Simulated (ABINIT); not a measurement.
# TiSi2 (Cmcm) in ABINIT: notebook

Aim: see how the results for TiSi2 move with the level of theory and the settings. Levels: PBEsol, LDA. Tasks: band structure.

Program: ABINIT 10.8.3 (patched build). These are calculated values, not measurements. Logs are shortened: lines on timing, memory, paths and dates and some standing lists are left out, and cuts for length are marked. The log counts tension as positive stress, the text compression.

## 1. The crystal as given

Symmetry: Cmcm, No. 63, orthorhombic system. Conventional cell: a = 3.530 Å, b = 13.519 Å, c = 3.565 Å, α = 90.00°, β = 90.00°, γ = 90.00°. Ti (site symmetry m2m) has 10 Si at 2.58 to 2.81 Å as nearest neighbours. Si (site symmetry m2m) has 4 Si at 2.51 Å and 4 Ti at 2.66 to 2.67 Å as nearest neighbours. Si (site symmetry m2m) has 2 Si at 2.38 Å and 4 Ti at 2.58 Å as nearest neighbours.

The cell comes from a database or a generator and needn't be the stable form of this composition.

## 2. Band structure, PBEsol

run.abi

```
# Datasets: ground state, then fixed potential
ndtset 2

# Pseudopotentials
pp_dirpath "./"
pseudos "Ti.GGA_PBE-JTH.xml, Si.GGA_PBE-JTH.xml"

# Structure
acell 3*1.0
rprim
     3.3355650785   -12.7731909004     0.0000000000
     3.3355650785    12.7731909004     0.0000000000
     0.0000000000     0.0000000000     6.7372023899
ntypat 2
znucl 22 14
natom 6
typat 1 1 2 2 2 2
xred
     0.1031180800     0.8968819200     0.2500000000
     0.8968819200     0.1031180800     0.7500000000
     0.7503148200     0.2496851800     0.2500000000
     0.2496851800     0.7503148200     0.7500000000
     0.4417485500     0.5582514500     0.2500000000
     0.5582514500     0.4417485500     0.7500000000
chkprim 0
chksymtnons 0
tolsym 1.0e-6

# Plane-wave basis
ecut 15.0
pawecutdg 30.0
pawxcdev 0

# Exchange and correlation
ixc -116133

# Bands and occupations
occopt 3
tsmear 0.05 eV

# SCF cycle
nstep 100

# Output
iomode 3
prtwf 0
prteig 0
prtebands 0
enunit 1
prtden1 1

# Dataset 1
kptopt1 1
ngkpt1 8 8 8
nshiftk1 1
shiftk1 0.0 0.0 0.0
nband1 24
tolvrs1 1.0e-9

# Dataset 2: bands along G-X-S-R-A-Z-G-Y-X1-A1-T-Y
iscf2 -2
getden2 1
nband2 30
nbdbuf2 4
tolwfr2 1.0e-11
kptopt2 -11
ndivsm2 5
prteig2 1
prtvol2 -3
kptbounds2
     0.0000000000     0.0000000000     0.0000000000
     0.2670482592     0.2670482592     0.0000000000
     0.0000000000     0.5000000000     0.0000000000
     0.0000000000     0.5000000000     0.5000000000
     0.2670482592     0.2670482592     0.5000000000
     0.0000000000     0.0000000000     0.5000000000
     0.0000000000     0.0000000000     0.0000000000
    -0.5000000000     0.5000000000     0.0000000000
    -0.2670482592     0.7329517408     0.0000000000
    -0.2670482592     0.7329517408     0.5000000000
    -0.5000000000     0.5000000000     0.5000000000
    -0.5000000000     0.5000000000     0.0000000000
```

Potentials or basis: JTH PAW PBE v2.0.

Run with:

```sh
abinit run.abi > log 2>&1
```

run.abo:

```text
.Version 10.8.3 of ABINIT
 DATASET    1 : space group Cm c m (# 63); Bravais oC (1-face-center ortho.)
================================================================================
 Values of the parameters that define the memory need for DATASET  1.
     intxc =       0    ionmov =       0      iscf =      17    lmnmax =      18
     lnmax =       6     mgfft =      48  mpssoang =       3    mqgrid =    3001
     natom =       6  nloc_mem =       2    nspden =       1   nspinor =       1
    nsppol =       1      nsym =       8    n1xccc =       1    ntypat =       2
    occopt =       3   xclevel =       2
       mpw =        1614          nfft =       55296          nkpt =         105
 PAW method is used; the additional fine FFT grid is defined by:
   mgfftf=        72    nfftf =    186624
================================================================================
================================================================================

 DATASET    2 : space group Cm c m (# 63); Bravais oC (1-face-center ortho.)
================================================================================
 Values of the parameters that define the memory need for DATASET  2.
     intxc =       0    ionmov =       0      iscf =      -2    lmnmax =      18
     lnmax =       6     mgfft =      48  mpssoang =       3    mqgrid =    3001
     natom =       6  nloc_mem =       2    nspden =       1   nspinor =       1
    nsppol =       1      nsym =       8    n1xccc =       1    ntypat =       2
    occopt =       3   xclevel =       2
       mpw =        1624          nfft =       55296          nkpt =         167
 PAW method is used; the additional fine FFT grid is defined by:
   mgfftf=        72    nfftf =    186624
================================================================================
================================================================================

--------------------------------------------------------------------------------
------------- Echo of variables that govern the present computation ------------
--------------------------------------------------------------------------------
 -outvars: echo values of preprocessed input variables --------
            acell      1.0000000000E+00  1.0000000000E+00  1.0000000000E+00 Bohr
              amu      4.78800000E+01  2.80855000E+01
          chkprim           0
      chksymtnons           0
             ecut      1.50000000E+01 Hartree
           enunit           1
           getden1          0
           getden2          1
             iscf1         17
             iscf2         -2
              ixc     -116133
           jdtset        1    2
           kptopt1          1
           kptopt2        -11
         kptrlatt        8    0    0      0    8    0      0    0    8
          kptrlen1     5.33690413E+01
          kptrlen2     3.00000000E+01
            natom           6
            nband1         24
            nband2         30
           nbdbuf1          0
           nbdbuf2          4
           ndtset           2
           ndivsm1          0
           ndivsm2          5
            ngfft          48      48      24
          ngfftdg          72      72      36
             nkpt1        105
             nkpt2        167
            nstep         100
             nsym           8
           ntypat           2
           occopt           3
        pawecutdg      3.00000000E+01 Hartree
         pawxcdev           0
        prtebands           0
           prteig1          0
           prteig2          1
           prtvol1          0
           prtvol2         -3
            prtwf           0
            rprim      3.3355650785E+00 -1.2773190900E+01  0.0000000000E+00
[... 1982 lines left out ...]
  7.13E-12  6.72E-12  7.02E-12  2.75E-12  5.04E-12  2.55E-12  2.45E-12  8.46E-12
  8.52E-12  8.54E-12  8.70E-12  8.22E-12  8.18E-12  4.75E-12  6.14E-12  7.96E-12
  7.70E-12  9.77E-12  8.79E-12  8.91E-12  6.11E-12  8.21E-12
 -1.7225E+00 -1.7222E+00 -8.5728E-01 -8.5610E-01 -8.5562E-01 -8.5557E-01
 -8.5467E-01 -8.5443E-01 -1.0556E-01 -8.6573E-02  1.1559E-01  1.5561E-01
  2.3969E-01  2.4385E-01  2.4751E-01  2.5976E-01  2.6203E-01  2.8468E-01
  3.1207E-01  3.7088E-01  3.7991E-01  3.8353E-01  3.9003E-01  3.9787E-01
  4.3335E-01  4.5237E-01  4.5578E-01  4.7096E-01  4.8320E-01  5.1009E-01

--- !ResultsGS
iteration_state: {dtset: 2, }
comment   : Summary of ground state results
lattice_vectors:
- [  3.3355651, -12.7731909,   0.0000000, ]
- [  3.3355651,  12.7731909,   0.0000000, ]
- [  0.0000000,   0.0000000,   6.7372024, ]
lattice_lengths: [  13.20153,   13.20153,    6.73720, ]
lattice_angles: [ 90.000,  90.000, 150.729, ] # degrees, (23, 13, 12)
lattice_volume:   5.7408792E+02
convergence: {deltae:  0.000E+00, res2:  0.000E+00, residm:  9.995E-12, diffor:  0.000E+00, }
etotal    :  -1.33255808E+02
entropy   :   0.00000000E+00
fermie    :   3.56330653E-01
cartesian_stress_tensor: null
pressure_GPa: null
xred      :
- [  1.0312E-01,   8.9688E-01,   2.5000E-01, Ti]
- [  8.9688E-01,   1.0312E-01,   7.5000E-01, Ti]
- [  7.5031E-01,   2.4969E-01,   2.5000E-01, Si]
- [  2.4969E-01,   7.5031E-01,   7.5000E-01, Si]
- [  4.4175E-01,   5.5825E-01,   2.5000E-01, Si]
- [  5.5825E-01,   4.4175E-01,   7.5000E-01, Si]
cartesian_forces: null
force_length_stats: {min: null, max: null, mean: null, }
...

 Integrated electronic density in atomic spheres:
 ------------------------------------------------
 Atom  Sphere_radius  Integrated_density
    1        2.30803         10.33093935
    2        2.30803         10.33093935
    3        1.90945          1.52700413
    4        1.90945          1.52700413
    5        1.90945          1.57289889
    6        1.90945          1.57289889

================================================================================

 ----iterations are completed or convergence reached----

 Mean square residual over all n,k,spin=   71.753E-13; max=  99.954E-13
 reduced coordinates (array xred) for    6 atoms
       0.103118080000      0.896881920000      0.250000000000
       0.896881920000      0.103118080000      0.750000000000
       0.750314820000      0.249685180000      0.250000000000
       0.249685180000      0.750314820000      0.750000000000
       0.441748550000      0.558251450000      0.250000000000
       0.558251450000      0.441748550000      0.750000000000

 cartesian coordinates (angstrom) at end:
    1      1.76510502382861     5.36527326322700     0.89129349188941
    2      1.76510502382861    -5.36527326322700     2.67388047566824
    3      1.76510502382861    -3.38389667923265     0.89129349188941
    4      1.76510502382861     3.38389667923265     2.67388047566824
    5      1.76510502382861     0.78747590021033     0.89129349188941
    6      1.76510502382861    -0.78747590021033     2.67388047566824
 length scales=  1.000000000000  1.000000000000  1.000000000000 bohr
              =  0.529177210544  0.529177210544  0.529177210544 angstroms
 Eigenvalues (   eV  ) for nkpt= 167  k points:
 kpt#   1, nband= 30, wtk=  1.00000, kpt=  0.0000  0.0000  0.0000 (reduced coord)
 -46.87281  -46.86320  -23.33415  -23.29503  -23.28305  -23.28180  -23.25610  -23.24391
  -3.40885   -1.18556    1.13343    6.27142    6.58872    6.76970    7.09839    7.12938
   7.50643    7.59774    7.61401   10.16823   10.40895   10.52080   10.58273   11.06681
  11.07092   11.79842   12.31994   12.61999   12.82549   13.65074
 kpt#   2, nband= 30, wtk=  1.00000, kpt=  0.0134  0.0134  0.0000 (reduced coord)
 -46.87278  -46.86317  -23.33406  -23.29558  -23.28300  -23.28230  -23.25606  -23.24386
  -3.40040   -1.18074    1.14194    6.19008    6.59488    6.77645    7.09048    7.09309
   7.43304    7.65041    7.68973   10.17580   10.42653   10.47576   10.59014   11.05584
  11.10376   11.78720   12.36777   12.62540   12.82667   13.44181
 kpt#   3, nband= 30, wtk=  1.00000, kpt=  0.0267  0.0267  0.0000 (reduced coord)
 -46.87268  -46.86308  -23.33380  -23.29722  -23.28379  -23.28285  -23.25593  -23.24374
  -3.37508   -1.16628    1.16739    5.97501    6.61318    6.79656    6.96658    7.07767
   7.37740    7.73537    7.80926   10.19827   10.36770   10.46797   10.59545   11.02486
  11.20581   11.75510   12.50091   12.63973   12.82997   13.20112
 kpt#   4, nband= 30, wtk=  1.00000, kpt=  0.0401  0.0401  0.0000 (reduced coord)
 -46.87253  -46.86293  -23.33338  -23.29990  -23.28623  -23.28260  -23.25571  -23.24354
[... 804 lines left out ...]
 -46.87246  -46.86332  -23.32756  -23.29529  -23.28522  -23.28119  -23.25836  -23.24973
  -2.83785   -2.31968    3.16520    4.24339    5.99259    6.51158    6.76259    6.94786
   7.57583    7.73456    8.65294    9.91278   10.38907   10.39849   10.63783   10.84283
  11.76576   12.31592   12.56477   12.97961   13.23613   13.90219
 kpt# 166, nband= 30, wtk=  1.00000, kpt= -0.5000  0.5000  0.0278 (reduced coord)
 -46.87260  -46.86335  -23.32780  -23.29551  -23.28319  -23.28124  -23.25710  -23.25017
  -2.86376   -2.34674    3.15052    4.23689    6.30355    6.74189    6.79612    6.81501
   7.35562    7.74359    8.53583   10.03828   10.35825   10.42643   10.61947   10.83222
  11.78145   12.31251   12.44444   12.85989   13.17020   13.88577
 kpt# 167, nband= 30, wtk=  1.00000, kpt= -0.5000  0.5000  0.0000 (reduced coord)
 -46.87264  -46.86336  -23.32788  -23.29558  -23.28248  -23.28126  -23.25668  -23.25034
  -2.87242   -2.35577    3.14545    4.23423    6.52217    6.63558    6.73498    7.06850
   7.13029    7.74666    8.49193   10.09207   10.33786   10.43637   10.61333   10.82662
  11.79219   12.30964   12.40241   12.81558   13.14843   13.88023

== END DATASET(S) ==============================================================
================================================================================

 -outvars: echo values of variables after computation  --------
            acell      1.0000000000E+00  1.0000000000E+00  1.0000000000E+00 Bohr
           etotal1    -1.3325580844E+02
            fcart1     4.5843175090E-19  8.6539284109E-05 -6.2448148619E-31
                       5.0244441919E-19 -8.6539284109E-05 -6.2448148619E-31
                       5.1492126637E-19 -2.0704763938E-04  6.8692963480E-30
                       5.3806856358E-19  2.0704763938E-04 -4.3713704033E-30
                      -4.0321402336E-19  3.8663557650E-03 -6.2448148619E-31
                      -1.6106519767E-18 -3.8663557650E-03 -6.2448148619E-31
            rprim      3.3355650785E+00 -1.2773190900E+01  0.0000000000E+00
                       3.3355650785E+00  1.2773190900E+01  0.0000000000E+00
                       0.0000000000E+00  0.0000000000E+00  6.7372023899E+00
           strten1     7.0513784625E-05  7.6480655717E-05  5.1172129761E-05
                       0.0000000000E+00  0.0000000000E+00  0.0000000000E+00
           xangst      1.7651050238E+00  5.3652732632E+00  8.9129349189E-01
                       1.7651050238E+00 -5.3652732632E+00  2.6738804757E+00
                       1.7651050238E+00 -3.3838966792E+00  8.9129349189E-01
                       1.7651050238E+00  3.3838966792E+00  2.6738804757E+00
                       1.7651050238E+00  7.8747590021E-01  8.9129349189E-01
                       1.7651050238E+00 -7.8747590021E-01  2.6738804757E+00
             xred      1.0311808000E-01  8.9688192000E-01  2.5000000000E-01
                       8.9688192000E-01  1.0311808000E-01  7.5000000000E-01
                       7.5031482000E-01  2.4968518000E-01  2.5000000000E-01
                       2.4968518000E-01  7.5031482000E-01  7.5000000000E-01
                       4.4174855000E-01  5.5825145000E-01  2.5000000000E-01
                       5.5825145000E-01  4.4174855000E-01  7.5000000000E-01
 Calculation completed.
```

Wall time 17 min (1 thread of Intel Xeon 6975P-C (Granite Rapids), shared host); peak memory 0.26 GiB.

Results:

| Quantity | Value |
| --- | --- |
| Free energy | -3626.0753 eV |
| Pressure | -1.9 GPa |
| Largest force | 0.199 eV/Å |
| Band gap on the k mesh | none (metal or under the smearing width) |
| Valence electrons inside the program's atomic spheres | Ti 10.33; Si 1.53, 1.57 |

Forces on the atoms (eV/Å):
```
Ti   0.000  0.004  0.000
Ti   0.000 -0.004  0.000
Si   0.000 -0.011  0.000
Si   0.000  0.011  0.000
Si   0.000  0.199  0.000
Si   0.000 -0.199  0.000
```

Stress tensor (GPa, compression positive):
```
-2.07  0.00  0.00
 0.00 -2.25  0.00
 0.00  0.00 -1.51
```

Levels at the corners of the path, in eV from the Fermi level:
| point | band 17 | band 18 | band 19 | band 20 | band 21 | band 22 | band 23 | band 24 |
| --- | --- | --- | --- | --- | --- | --- | --- | --- |
| Γ | -2.19 | -2.10 | -2.08 | 0.47 | 0.71 | 0.82 | 0.89 | 1.37 |
| X | -1.74 | -1.14 | -0.80 | -0.74 | -0.23 | 1.15 | 1.42 | 1.54 |
| S | -1.68 | -1.48 | -0.69 | -0.57 | -0.55 | 1.17 | 1.47 | 1.63 |
| R | -3.23 | -3.23 | -2.46 | -2.46 | 1.74 | 1.74 | 1.86 | 1.86 |
| A | -3.37 | -3.37 | -2.38 | -2.38 | 1.79 | 1.79 | 1.86 | 1.86 |
| Z | -1.66 | -1.66 | -0.04 | -0.04 | 0.83 | 0.83 | 1.49 | 1.49 |
| Γ | -2.19 | -2.10 | -2.08 | 0.47 | 0.71 | 0.82 | 0.89 | 1.37 |
| Y | -2.57 | -1.95 | -1.20 | 0.40 | 0.64 | 0.74 | 0.92 | 1.13 |
| X1 | -1.74 | -1.14 | -0.80 | -0.74 | -0.23 | 1.15 | 1.42 | 1.54 |
| A1 | -3.37 | -3.37 | -2.38 | -2.38 | 1.79 | 1.79 | 1.86 | 1.86 |
| T | -2.05 | -2.05 | -0.88 | -0.88 | 0.46 | 0.46 | 1.65 | 1.65 |
| Y | -2.57 | -1.95 | -1.20 | 0.40 | 0.64 | 0.74 | 0.92 | 1.13 |

Caveat: the PAW data sets were made with another functional, which shifts forces and pressure a little.

## 3. Band structure, LDA

run.abi: that of step 2 with these lines changed.

```diff
@@ -5,3 +5,3 @@
 pp_dirpath "./"
-pseudos "Ti.GGA_PBE-JTH.xml, Si.GGA_PBE-JTH.xml"
+pseudos "Ti.LDA_PW-JTH.xml, Si.LDA_PW-JTH.xml"
 
@@ -31,6 +31,5 @@
 pawecutdg 30.0
-pawxcdev 0
 
 # Exchange and correlation
-ixc -116133
+ixc 7
```

Potentials or basis: JTH PAW LDA v2.0.

Run with:

```sh
abinit run.abi > log 2>&1
```

Run time: 15 min. Hardware: 1 thread of Intel Xeon 6975P-C (Granite Rapids), shared host; peak memory 0.24 GiB.

Results (log left out):

```
Free energy                                           : -3637.6485 eV
Pressure                                              : -5.1 GPa
Largest force                                         : 0.108 eV/Å
Band gap on the k mesh                                : none (metal or under the smearing width)
Valence electrons inside the program's atomic spheres : Ti 10.35; Si 1.55, 1.59
```

Forces in eV/Å, atoms in the order of the input:
```
Ti   0.000 -0.052  0.000
Ti   0.000  0.052  0.000
Si   0.000 -0.007  0.000
Si   0.000  0.007  0.000
Si   0.000  0.108  0.000
Si   0.000 -0.108  0.000
```

Stress tensor (GPa, compression positive):
```
-5.41  0.00  0.00
 0.00 -4.89  0.00
 0.00  0.00 -5.08
```

Levels at the corners of the path, in eV from the Fermi level:
```
point  band 17  band 18  band 19  band 20  band 21  band 22  band 23  band 24
    Γ    -2.16    -2.07    -2.07     0.47     0.68     0.82     0.88     1.40
    X    -1.72    -1.13    -0.79    -0.73    -0.23     1.14     1.44     1.50
    S    -1.66    -1.45    -0.68    -0.56    -0.55     1.16     1.46     1.60
    R    -3.18    -3.18    -2.43    -2.43     1.72     1.72     1.82     1.82
    A    -3.32    -3.32    -2.35    -2.35     1.76     1.76     1.82     1.82
    Z    -1.64    -1.64    -0.04    -0.04     0.83     0.83     1.50     1.50
    Γ    -2.16    -2.07    -2.07     0.47     0.68     0.82     0.88     1.40
    Y    -2.53    -1.91    -1.19     0.39     0.64     0.75     0.91     1.08
   X1    -1.72    -1.13    -0.79    -0.73    -0.23     1.14     1.44     1.50
   A1    -3.32    -3.32    -2.35    -2.35     1.76     1.76     1.82     1.82
    T    -2.03    -2.03    -0.87    -0.87     0.44     0.44     1.61     1.61
    Y    -2.53    -1.91    -1.19     0.39     0.64     0.75     0.91     1.08
```
